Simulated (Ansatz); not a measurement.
# SrCl2 (Fm-3m) in Ansatz: further runs

Runs on SrCl2. Level: LDA. Tasks: single point, equation of state.

Everything below comes from runs of Ansatz 0.2.0. Logs are shortened: lines on timing, memory, paths and dates and some standing lists are left out, and cuts for length are marked.

### Step 1. The crystal as given

The structure is cubic, space group Fm-3m (No. 225). Conventional cell: a = 6.977 Å, b = 6.977 Å, c = 6.977 Å, α = 90.00°, β = 90.00°, γ = 90.00°. Around Sr (site symmetry m-3m) lie 8 Cl at 3.02 Å. Cl (site symmetry -43m) is surrounded by 4 Sr at 3.02 Å.

### Step 2. Single point, LDA, 26.60 Å³/atom (volume scaled by 0.94)

Input file input.yaml:

```yaml
crystal:
  lattice:
    - [0.0, 3.4171392023, 3.4171392023]
    - [3.4171392023, 0.0, 3.4171392023]
    - [3.4171392023, 3.4171392023, 0.0]
  atoms:
    - { symbol: Sr, position: [0.0, 0.0, 0.0] }
    - { symbol: Cl, position: [0.75, 0.75, 0.75] }
    - { symbol: Cl, position: [0.25, 0.25, 0.25] }
hamiltonian:
  xc: lda
  pseudopotentials: { kind: paw }
kpoints:
  mp_grid: { grid: [6, 6, 6] }
scf:
  occupations: { method: fermi_dirac, width: 0.05 }
output:
  forces: true
  stress: true
  eigenvalues: true
```

Potentials or basis: Ansatz PAW.

Command:

```bash
> ansatz run input.yaml --threads 2 --pin off --max-ram 5632MiB --backend cpu --events-out ev --progress --plain --runs-dir out
```

The program printed:

```text
Warning: RAYON_NUM_THREADS=2 ignored (pool sized by the plan → 2); use --threads N
Engine: ansatz 0.2.0, x86_64-unknown-linux-gnu
Pseudopotentials: kind: paw
Pseudopotential: Sr, paw, valence charge 10, recommended cutoff 420 eV (normal), Sr.paw.azcp
Pseudopotential: Cl, paw, valence charge 7, recommended cutoff 420 eV (normal), Cl.paw.azcp
Functional definition: SPW92
  exchange = slater_x
  correlation = pw_c
Crystal: 3 atoms, lattice volume = 79.803 Å³
Basis set: ecut = 420 eV, 1471 PW (Γ)
Bands: 16, of which v1, the nominal top of the filled ones, is band 12 counted from 1 (11 counted from 0)
Symmetry: 48 space group operations
Space group: Fm-3m (ITA 225), of the structure as read, at distance tolerance 4.3e-5 Å
k-points: 16 of 216
Non-local potential: Sr, projectors of the file, l = 0: 3, l = 1: 2, l = 2: 2
Non-local potential: Cl, projectors of the file, l = 0: 2, l = 1: 2, l = 2: 2
PAW form: soft (Blöchl's): semilocal exchange-correlation on the pseudo side does not see the compensation charge
PAW frozen core: Sr, regenerated for the run's functional, and the local potential with it (the file was generated under x = pbe(κ = 0.804, μ = 0.2195149727645171), c = pbe(β = 0.06672455060314922))
PAW frozen core: Cl, regenerated for the run's functional, and the local potential with it (the file was generated under x = pbe(κ = 0.804, μ = 0.2195149727645171), c = pbe(β = 0.06672455060314922))
PAW one-centre angular grid: Sr, 110 points (default); XC on 64 Gauss nodes
PAW one-centre angular grid: Cl, 110 points (default); XC on 64 Gauss nodes
Initial density: superposition of atomic densities (neutral atoms: chi_scale 0, normalization atom), corrected by the library's trained network
Initial wavefunctions: pseudopotential atomic-orbital guess
Functional: x = slater, c = lda
SCF iter   1: F=—  HF=-5540.101195 eV  |F-HF|=—  |Δ(HF+E_count)|=         —  Δρ=6.46e-3  dr2=3.34e-2  ethr=1.77e-3  ⟨swp⟩=9.2  Hψ=1850  notcnv=0
preconditioner: auto → none  [insulator: Δε(μ)=4.989 eV  Ē_g=13.896 eV  σ=0.050 eV  W_gap=1.00  n_scr=14 (ndim 8)  ℏωp=19.5 eV  f_vac=0.080  D(μ)=0.00/eV (n_scr^D=0)  ε∞_Penn≈3.0]
SCF iter   2: F=—  HF=-5540.092839 eV  |F-HF|=—  |Δ(HF+E_count)|=   8.36e-3  Δρ=2.86e-3  dr2=2.90e-3  ethr=1.39e-4  ⟨swp⟩=2.9  Hψ=577  notcnv=0
SCF iter   3: F=—  HF=-5540.092244 eV  |F-HF|=—  |Δ(HF+E_count)|=   5.95e-4  Δρ=1.17e-3  dr2=5.51e-4  ethr=1.21e-5  ⟨swp⟩=2.4  Hψ=381  notcnv=0
SCF iter   4: F=—  HF=-5540.092122 eV  |F-HF|=—  |Δ(HF+E_count)|=   1.22e-4  Δρ=3.99e-5  dr2=3.79e-7  ethr=2.29e-6  ⟨swp⟩=1.4  Hψ=303  notcnv=0
SCF iter   5: F=—  HF=-5540.092124 eV  |F-HF|=—  |Δ(HF+E_count)|=   2.87e-6  Δρ=1.01e-5  dr2=3.74e-8  ethr=1.58e-9  ⟨swp⟩=3.5  Hψ=579  notcnv=0
SCF iter   6: F=-5540.092124 eV  HF=-5540.092124 eV  |F-HF|=6.80e-10  |Δ(HF+E_count)|=   1.07e-8  Δρ=2.94e-6  dr2=1.87e-9  ethr=1.56e-10  ⟨swp⟩=2.8  Hψ=1036  notcnv=0
SCF 1 converged in 6 iterations: F = -5540.092124 eV  dr2 = 1.87e-9
SCF converged after 6 iterations
Free energy (F): -5540.092124 eV
Harris-Foulkes:  -5540.092124 eV  (|F-HF|=6.80e-10)
Internal energy: -5540.092124 eV  (E = F + TS)
E sigma→0 (E₀):  -5540.092124 eV
Fermi energy:    6.033246 eV
--- Per-component energies (eV) ---
  E_band       = -138.585603
  E_kinetic    = 569.302799
  E_local      = -1149.471745  (includes V_loc(G=0)·N_el)
  E_nonlocal   = 266.503982
  E_hartree    = 310.701941
  E_xc         = -384.691359
  E_vxc        = -406.398350  (∫ρ·V_xc dr)
  E_paw        = -3847.696798  (= ΣΔE_a)
  E_vpaw       = -39.926837  (= ΣTr[D̂ρ^β])
  E_aug_tail   = 0.000197  (compensation charges beyond the density's cutoff)
  E_ewald      = -1305.416261
  E_core_change = 0.675119  (= ΣΔE_core)
  E_smearing   = -0.000000  (= −TS)
  E_closure    = 0.000000  (closes the sum)
  Σ components = -5540.092124   (vs F -5540.092124, Δ=0.00e0)
--- Forces (eV/Å), atoms counted from 1 ---
  atom   1  Sr     0.00000000     0.00000000     0.00000000
  atom   2  Cl    -0.00000000     0.00000000    -0.00000000
  atom   3  Cl    -0.00000000    -0.00000000    -0.00000000
  max |Σ_I F_I| component: 4.63e-18 eV/Å
--- Stress (GPa, compression-positive) ---
       -0.640009       0.000000       0.000000
        0.000000      -0.640009      -0.000000
        0.000000       0.000000      -0.640009
  P = ⅓ Tr σ = -0.6400 GPa (-6.400 kbar)
--- Band table (eV; the first three rows and the last of 16) ---
  k-point 0: bands = ["-29.0753", "-11.1339", "-11.1339", "-11.1339", "-9.9923", "-8.9786", "1.0584", "1.0584", "1.0584", "3.0972", "3.0972", "3.0972", "8.5827", "9.2583", "9.2583", "12.2001"]
  k-point 1: bands = ["-29.0740", "-11.2883", "-11.1390", "-11.1390", "-9.7667", "-9.0449", "1.1726", "1.1726", "1.2793", "2.7366", "2.9235", "2.9235", "9.2175", "9.5064", "9.5064", "11.2952"]
  k-point 2: bands = ["-29.0715", "-11.4965", "-11.1492", "-11.1492", "-9.5237", "-9.0547", "1.4554", "1.4554", "1.6954", "2.1426", "2.5537", "2.5537", "9.8743", "9.8743", "10.0695", "11.4530"]
  k-point 15: bands = ["-29.0685", "-11.5625", "-11.3243", "-11.1835", "-9.2257", "-9.0313", "0.5573", "1.1287", "1.7398", "2.5305", "3.0711", "3.3862", "9.0968", "10.5113", "10.5729", "10.8387"]
```

Wall time 1.2 s (2 threads of Intel Xeon 6975P-C (Granite Rapids), shared host); peak memory 0.36 GiB.

What came out:

```yaml
Free_energy: -5540.0921 eV
Pressure: -0.6 GPa
Band_gap_on_the_k_mesh: 5.11 eV, direct
```

Caveat: the PAW data sets come from PBE, with cores solved anew for the run's functional, which leaves a small shift of forces and pressure.

### Step 3. Single point, LDA, 27.17 Å³/atom (volume scaled by 0.96)

input.yaml: that of step 2 with these lines changed.

```diff
@@ -2,5 +2,5 @@
   lattice:
-    - [0.0, 3.4171392023, 3.4171392023]
-    - [3.4171392023, 0.0, 3.4171392023]
-    - [3.4171392023, 3.4171392023, 0.0]
+    - [0.0, 3.4412043558, 3.4412043558]
+    - [3.4412043558, 0.0, 3.4412043558]
+    - [3.4412043558, 3.4412043558, 0.0]
   atoms:
```

Potentials or basis: Ansatz PAW.

Command:

```bash
> ansatz run input.yaml --threads 2 --pin off --max-ram 5632MiB --backend cpu --events-out ev --progress --plain --runs-dir out
```

It took 0.43 s on 2 threads of Intel Xeon 6975P-C (Granite Rapids), shared host; peak memory 0.36 GiB.

The run converged. Its results:

- Free energy: -5540.0809 eV
- Pressure: -1.5 GPa
- Band gap on the k mesh: 5.03 eV, indirect (least direct gap 5.13 eV)

Caveat: the PAW data sets come from PBE, with cores solved anew for the run's functional, which leaves a small shift of forces and pressure.

### Step 4. Single point, LDA, 27.73 Å³/atom (volume scaled by 0.98)

input.yaml: that of step 3 with these lines changed.

```diff
@@ -2,5 +2,5 @@
   lattice:
-    - [0.0, 3.4412043558, 3.4412043558]
-    - [3.4412043558, 0.0, 3.4412043558]
-    - [3.4412043558, 3.4412043558, 0.0]
+    - [0.0, 3.4649375496, 3.4649375496]
+    - [3.4649375496, 0.0, 3.4649375496]
+    - [3.4649375496, 3.4649375496, 0.0]
   atoms:
```

Command:

```bash
> ansatz run input.yaml --threads 2 --pin off --max-ram 5632MiB --backend cpu --events-out ev --progress --plain --runs-dir out
```

Run time: 0.43 s. Hardware: 2 threads of Intel Xeon 6975P-C (Granite Rapids), shared host; peak memory 0.36 GiB.

Results (log left out):

- Free energy: -5540.0614 eV
- Pressure: -2.2 GPa
- Band gap on the k mesh: 4.96 eV, indirect (least direct gap 5.14 eV)

Caveat: the PAW data sets come from PBE, with cores solved anew for the run's functional, which leaves a small shift of forces and pressure.

### Step 5. Single point, LDA, 28.30 Å³/atom

input.yaml: that of step 4 with these lines changed.

```diff
@@ -2,5 +2,5 @@
   lattice:
-    - [0.0, 3.4649375496, 3.4649375496]
-    - [3.4649375496, 0.0, 3.4649375496]
-    - [3.4649375496, 3.4649375496, 0.0]
+    - [0.0, 3.48835, 3.48835]
+    - [3.48835, 0.0, 3.48835]
+    - [3.48835, 3.48835, 0.0]
   atoms:
```

Command:

```bash
> ansatz run input.yaml --threads 2 --pin off --max-ram 5632MiB --backend cpu --events-out ev --progress --plain --runs-dir out
```

Run time: 0.45 s. Hardware: 2 threads of Intel Xeon 6975P-C (Granite Rapids), shared host; peak memory 0.36 GiB.

It converged, with:

* Free energy: -5540.0346 eV
* Pressure: -2.8 GPa
* Band gap on the k mesh: 4.88 eV, indirect (least direct gap 5.16 eV)

Caveat: the PAW data sets come from PBE, with cores solved anew for the run's functional, which leaves a small shift of forces and pressure.

### Step 6. Single point, LDA, 28.86 Å³/atom (volume scaled by 1.02)

input.yaml: that of step 5 with these lines changed.

```diff
@@ -2,5 +2,5 @@
   lattice:
-    - [0.0, 3.48835, 3.48835]
-    - [3.48835, 0.0, 3.48835]
-    - [3.48835, 3.48835, 0.0]
+    - [0.0, 3.5114523289, 3.5114523289]
+    - [3.5114523289, 0.0, 3.5114523289]
+    - [3.5114523289, 3.5114523289, 0.0]
   atoms:
```

Potentials or basis: Ansatz PAW.

Command:

```bash
> ansatz run input.yaml --threads 2 --pin off --max-ram 5632MiB --backend cpu --events-out ev --progress --plain --runs-dir out
```

Run time: 0.44 s. Hardware: 2 threads of Intel Xeon 6975P-C (Granite Rapids), shared host; peak memory 0.37 GiB.

It converged, with:

```yaml
Free_energy: -5540.0013 eV
Pressure: -3.4 GPa
Band_gap_on_the_k_mesh: 4.81 eV, indirect (least direct gap 5.14 eV)
```

Caveat: the PAW data sets come from PBE, with cores solved anew for the run's functional, which leaves a small shift of forces and pressure.

### Step 7. Single point, LDA, 29.43 Å³/atom (volume scaled by 1.04)

input.yaml: that of step 6 with these lines changed.

```diff
@@ -2,5 +2,5 @@
   lattice:
-    - [0.0, 3.5114523289, 3.5114523289]
-    - [3.5114523289, 0.0, 3.5114523289]
-    - [3.5114523289, 3.5114523289, 0.0]
+    - [0.0, 3.5342546063, 3.5342546063]
+    - [3.5342546063, 0.0, 3.5342546063]
+    - [3.5342546063, 3.5342546063, 0.0]
   atoms:
```

Command:

```bash
> ansatz run input.yaml --threads 2 --pin off --max-ram 5632MiB --backend cpu --events-out ev --progress --plain --runs-dir out
```

Wall time 0.45 s (2 threads of Intel Xeon 6975P-C (Granite Rapids), shared host); peak memory 0.37 GiB.

The run converged. Its results:

```
Free energy            : -5539.9623 eV
Pressure               : -3.9 GPa
Band gap on the k mesh : 4.73 eV, indirect (least direct gap 5.06 eV)
```

Caveat: the PAW data sets come from PBE, with cores solved anew for the run's functional, which leaves a small shift of forces and pressure.

### Step 8. Single point, LDA, 30.00 Å³/atom (volume scaled by 1.06)

input.yaml: that of step 7 with these lines changed.

```diff
@@ -2,5 +2,5 @@
   lattice:
-    - [0.0, 3.5342546063, 3.5342546063]
-    - [3.5342546063, 0.0, 3.5342546063]
-    - [3.5342546063, 3.5342546063, 0.0]
+    - [0.0, 3.5567663891, 3.5567663891]
+    - [3.5567663891, 0.0, 3.5567663891]
+    - [3.5567663891, 3.5567663891, 0.0]
   atoms:
```

Command:

```bash
> ansatz run input.yaml --threads 2 --pin off --max-ram 5632MiB --backend cpu --events-out ev --progress --plain --runs-dir out
```

Wall time 0.45 s (2 threads of Intel Xeon 6975P-C (Granite Rapids), shared host); peak memory 0.37 GiB.

It converged, with:

- Free energy: -5539.9182 eV
- Pressure: -4.4 GPa
- Band gap on the k mesh: 4.67 eV, indirect (least direct gap 4.99 eV)

Caveat: the PAW data sets come from PBE, with cores solved anew for the run's functional, which leaves a small shift of forces and pressure.

### Step 9. Equation of state, LDA

Potentials or basis: Ansatz PAW.

This step only gathers the single runs of the series.

Results:

```yaml
Equilibrium_volume: "26.21 Å³/atom (rough: see the caveat)"
Bulk_modulus: 44 GPa (rough)
```

Energy against volume, from the lowest point:
```csv
volume (Å³/atom),energy (meV/atom)
26.601,0.00
27.167,3.75
27.733,10.25
28.299,19.18
28.865,30.27
29.431,43.28
29.997,57.98
```

Caveat: the minimum lies outside the volumes run.
